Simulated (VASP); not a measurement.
Input of a VASP 6.6.1 run:

The input INCAR:

```
ALGO = Normal
EDIFF = 1E-6
ENCUT = 520
GGA = PS
ISIF = 2
ISMEAR = 0
ISPIN = 2
LASPH = True
LCHARG = False
LDAU = True
LDAUJ = 0 0
LDAUL = 2 -1
LDAUPRINT = 1
LDAUTYPE = 2
LDAUU = 5 0
LMAXMIX = 4
LORBIT = 11
LREAL = False
LWAVE = False
MAGMOM = 0.5 0 0
NBANDS = 24
NELM = 60
PREC = Accurate
SIGMA = 0.05
```

The input KPOINTS:

```
k-points
0
Gamma
  6 6 6
```

POSCAR

```
WS2
1.0
    0.0000000000      3.0079352200      3.0079352200
    3.0079352200      0.0000000000      3.0079352200
    3.0079352200      3.0079352200      0.0000000000
W S
1 2
Direct
    0.0000000000      0.0000000000      0.0000000000
    0.2500000000      0.2500000000      0.2500000000
    0.7500000000      0.7500000000      0.7500000000
```

Potentials or basis: VASP PAW PBE potentials, release 64 (W_sv, S).

Run with:

```bash
$ cat potpaw_PBE.64/W_sv/POTCAR potpaw_PBE.64/S/POTCAR > POTCAR
$ mpirun -np 1 vasp_std > vasp.out
```

Task: Estimate the net moment.

Result: 1.96 μB per cell.

Task: Estimate the band gap on the k mesh.

Result: None (metal or under the smearing width).

Task: Predict the pressure.

Result: -2.7 GPa.

Eigenvalues of the final occupation matrices:
```tsv
site	spin	trace	eigenvalues
site 1 d	1	2.42	0.31 0.31 0.31 0.75 0.75
site 1 d	2	0.71	0.04 0.04 0.21 0.21 0.21
```

Caveat: the PAW data sets were made with another functional, which shifts forces and pressure a little. The state reached can hang on the start; a lower one may exist.
